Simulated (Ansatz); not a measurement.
# C16NO31: the cost of one run

Computed with Ansatz 0.2.0 (DFT, PBE, plane-wave PAW, default files, scalar-relativistic, unless a step's input says otherwise).

## 1. The starting structure

The structure is trigonal, space group R3 (No. 146). Conventional cell: a = 9.783 Å, b = 9.783 Å, c = 24.311 Å, α = 90.00°, β = 90.00°, γ = 120.00°. Around C (site symmetry 3) lie 2 O at 1.17 Å. C (site symmetry 3) has 1 N at 1.17 Å and 1 O at 1.17 Å as nearest neighbours. C (site symmetry 1) has 2 O at 1.17 Å as nearest neighbours. Only part of the 24 independent sites is listed.

Coordinates:

```cif
data_structure
_symmetry_space_group_name_H-M 'P 1'
_symmetry_Int_Tables_number 1
_cell_length_a 9.8780
_cell_length_b 9.8780
_cell_length_c 9.8780
_cell_angle_alpha 59.368
_cell_angle_beta 59.368
_cell_angle_gamma 59.368
_cell_volume 671.74
loop_
_atom_site_label
_atom_site_type_symbol
_atom_site_fract_x
_atom_site_fract_y
_atom_site_fract_z
_atom_site_occupancy
C1 C 0.00000 0.00000 0.00000 1
C2 C 0.50000 0.50000 0.50000 1
C3 C 0.25000 0.25000 0.25000 1
C4 C 0.75000 0.75000 0.75000 1
C5 C 0.12712 0.87500 0.62288 1
C6 C 0.62712 0.37500 0.12288 1
C7 C 0.87500 0.62288 0.12712 1
C8 C 0.37500 0.12288 0.62712 1
C9 C 0.62288 0.12712 0.87500 1
C10 C 0.12288 0.62712 0.37500 1
C11 C 0.87712 0.37288 0.62500 1
C12 C 0.37712 0.87288 0.12500 1
C13 C 0.37288 0.62500 0.87712 1
C14 C 0.87288 0.12500 0.37712 1
C15 C 0.62500 0.87712 0.37288 1
C16 C 0.12500 0.37712 0.87288 1
N1 N 0.45200 0.45200 0.45200 1
O1 O 0.95200 0.95200 0.95200 1
O2 O 0.20200 0.20200 0.20200 1
O3 O 0.70200 0.70200 0.70200 1
O4 O 0.04800 0.04800 0.04800 1
O5 O 0.54800 0.54800 0.54800 1
O6 O 0.29800 0.29800 0.29800 1
O7 O 0.79800 0.79800 0.79800 1
O8 O 0.08231 0.02057 0.57799 1
O9 O 0.58231 0.52057 0.07799 1
O10 O 0.02057 0.57799 0.08231 1
O11 O 0.52057 0.07799 0.58231 1
O12 O 0.57799 0.08231 0.02057 1
O13 O 0.07799 0.58231 0.52057 1
O14 O 0.33231 0.82799 0.27057 1
O15 O 0.83231 0.32799 0.77057 1
O16 O 0.82799 0.27057 0.33231 1
O17 O 0.32799 0.77057 0.83231 1
O18 O 0.27057 0.33231 0.82799 1
O19 O 0.77057 0.83231 0.32799 1
O20 O 0.41769 0.47943 0.92201 1
O21 O 0.91769 0.97943 0.42201 1
O22 O 0.47943 0.92201 0.41769 1
O23 O 0.97943 0.42201 0.91769 1
O24 O 0.92201 0.41769 0.47943 1
O25 O 0.42201 0.91769 0.97943 1
O26 O 0.16769 0.67201 0.22943 1
O27 O 0.66769 0.17201 0.72943 1
O28 O 0.67201 0.22943 0.16769 1
O29 O 0.17201 0.72943 0.66769 1
O30 O 0.22943 0.16769 0.67201 1
O31 O 0.72943 0.66769 0.17201 1
```

Atom 17 of the input is the impurity.

## 2. First run, atoms as given

input.yaml reads:

```yaml
crystal:
  lattice:
    - [-4.8917483997, -2.8242522554, 8.1036539934]
    - [4.8917483997, -2.8242522554, 8.1036539934]
    - [0.0, 5.6485045107, 8.1036539934]
  atoms:
    - { symbol: C, position: [0.0, 0.0, 0.0] }
    - { symbol: C, position: [0.5, 0.5, 0.5] }
    - { symbol: C, position: [0.25, 0.25, 0.25] }
    - { symbol: C, position: [0.75, 0.75, 0.75] }
    - { symbol: C, position: [0.12711746, 0.875, 0.62288254] }
    - { symbol: C, position: [0.62711746, 0.375, 0.12288254] }
    - { symbol: C, position: [0.875, 0.62288254, 0.12711746] }
    - { symbol: C, position: [0.375, 0.12288254, 0.62711746] }
    - { symbol: C, position: [0.62288254, 0.12711746, 0.875] }
    - { symbol: C, position: [0.12288254, 0.62711746, 0.375] }
    - { symbol: C, position: [0.87711746, 0.37288254, 0.625] }
    - { symbol: C, position: [0.37711746, 0.87288254, 0.125] }
    - { symbol: C, position: [0.37288254, 0.625, 0.87711746] }
    - { symbol: C, position: [0.87288254, 0.125, 0.37711746] }
    - { symbol: C, position: [0.625, 0.87711746, 0.37288254] }
    - { symbol: C, position: [0.125, 0.37711746, 0.87288254] }
    - { symbol: "N", position: [0.452003835, 0.452003835, 0.452003835] }
    - { symbol: O, position: [0.952003835, 0.952003835, 0.952003835] }
    - { symbol: O, position: [0.202003835, 0.202003835, 0.202003835] }
    - { symbol: O, position: [0.702003835, 0.702003835, 0.702003835] }
    - { symbol: O, position: [0.047996165, 0.047996165, 0.047996165] }
    - { symbol: O, position: [0.547996165, 0.547996165, 0.547996165] }
    - { symbol: O, position: [0.297996165, 0.297996165, 0.297996165] }
    - { symbol: O, position: [0.797996165, 0.797996165, 0.797996165] }
    - { symbol: O, position: [0.082308455, 0.020571125, 0.577985835] }
    - { symbol: O, position: [0.582308455, 0.520571125, 0.077985835] }
    - { symbol: O, position: [0.020571125, 0.577985835, 0.082308455] }
    - { symbol: O, position: [0.520571125, 0.077985835, 0.582308455] }
    - { symbol: O, position: [0.577985835, 0.082308455, 0.020571125] }
    - { symbol: O, position: [0.077985835, 0.582308455, 0.520571125] }
    - { symbol: O, position: [0.332308455, 0.827985835, 0.270571125] }
    - { symbol: O, position: [0.832308455, 0.327985835, 0.770571125] }
    - { symbol: O, position: [0.827985835, 0.270571125, 0.332308455] }
    - { symbol: O, position: [0.327985835, 0.770571125, 0.832308455] }
    - { symbol: O, position: [0.270571125, 0.332308455, 0.827985835] }
    - { symbol: O, position: [0.770571125, 0.832308455, 0.327985835] }
    - { symbol: O, position: [0.417691545, 0.479428875, 0.922014165] }
    - { symbol: O, position: [0.917691545, 0.979428875, 0.422014165] }
    - { symbol: O, position: [0.479428875, 0.922014165, 0.417691545] }
    - { symbol: O, position: [0.979428875, 0.422014165, 0.917691545] }
    - { symbol: O, position: [0.922014165, 0.417691545, 0.479428875] }
    - { symbol: O, position: [0.422014165, 0.917691545, 0.979428875] }
    - { symbol: O, position: [0.167691545, 0.672014165, 0.229428875] }
    - { symbol: O, position: [0.667691545, 0.172014165, 0.729428875] }
    - { symbol: O, position: [0.672014165, 0.229428875, 0.167691545] }
    - { symbol: O, position: [0.172014165, 0.729428875, 0.667691545] }
    - { symbol: O, position: [0.229428875, 0.167691545, 0.672014165] }
    - { symbol: O, position: [0.729428875, 0.667691545, 0.172014165] }
total_charge: -1
kpoints:
  mp_grid: { grid: [3, 3, 3] }
scf:
  occupations: { method: fermi_dirac, width: 0.01 }
hamiltonian:
  xc: pbe
  pseudopotentials: { kind: paw }
output:
  forces: true
  stress: true
  populations: true
  efg:
    quadrupole_moments_barn: { "N": 0.02044, O: -0.02558 }
    contact_densities: true
```

Launch:

```console
$ ansatz run input.yaml --threads 1 --pin off --max-ram 3072MiB --backend cpu --events-out ev --progress --plain --runs-dir out
```

What time and memory should one allow on 1 thread of Arm Neoverse V1, shared host?

About 3 min, with a peak of 1.3 GiB.
